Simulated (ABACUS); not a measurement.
Ge:

```
Ge
1.0
     0.00000    2.82891    2.82891
     2.82891    0.00000    2.82891
     2.82891    2.82891    0.00000
Ge
2
Direct
  0.75000 0.75000 0.75000
  0.50000 0.50000 0.50000
```

* Program: ABACUS 3.10.1
* Task: relaxation of cell and atoms
* Functional: revPBE
* Potentials or basis: PseudoDojo NC SR 0.5 PBE stringent
* Cutoff: 1687 eV
* Density cutoff: 6748 eV
* Basis: plane waves
* k mesh: 6 × 6 × 6
* Occupations: fermi-dirac, width 0.05 eV
* Spin: no spin polarisation

At the start: pressure 5.1 GPa; volume 22.64 Å³/atom.

Problem. Where does the relaxation end?

Solution. Over 10 steps the energy falls by 27.0 meV/atom and the volume is 24.39 Å³/atom (+7.7 %); space group Fd-3m (No. 227, to 0.05 Å).

Step by step:
| step | energy change (eV) | largest force (eV/Å) | pressure (GPa) | volume (Å³) |
| --- | --- | --- | --- | --- |
| 1 | 0.0000 | 0.0000 | 5.09 | 45.28 |
| 2 | -0.0454 | 0.0000 | -1.83 | 50.35 |
| 3 | -0.0541 | 0.0000 | 0.02 | 48.82 |
| 4 | -0.0541 | 0.0000 | -0.03 | 48.84 |
| 5 | -0.0541 | 0.0000 | -0.03 | 48.81 |
| 6 | -0.0540 | 0.0000 | 0.17 | 48.72 |
| 7 | -0.0540 | 0.0000 | 0.12 | 48.73 |
| 8 | -0.0541 | 0.0000 | 0.14 | 48.75 |
| 9 | -0.0541 | 0.0000 | 0.13 | 48.76 |
| 10 | -0.0541 | 0.0000 | 0.02 | 48.78 |

Final structure:
```xyz
2
Lattice="0.0000 2.9001 2.9001 2.9001 0.0000 2.9001 2.9001 2.9001 0.0000" Properties=species:S:1:pos:R:3 pbc="T T T"
Ge    4.3501    4.3501    4.3501
Ge    2.9001    2.9001    2.9001
```

Caveat: the potentials were made for another functional, which shifts forces and pressure.
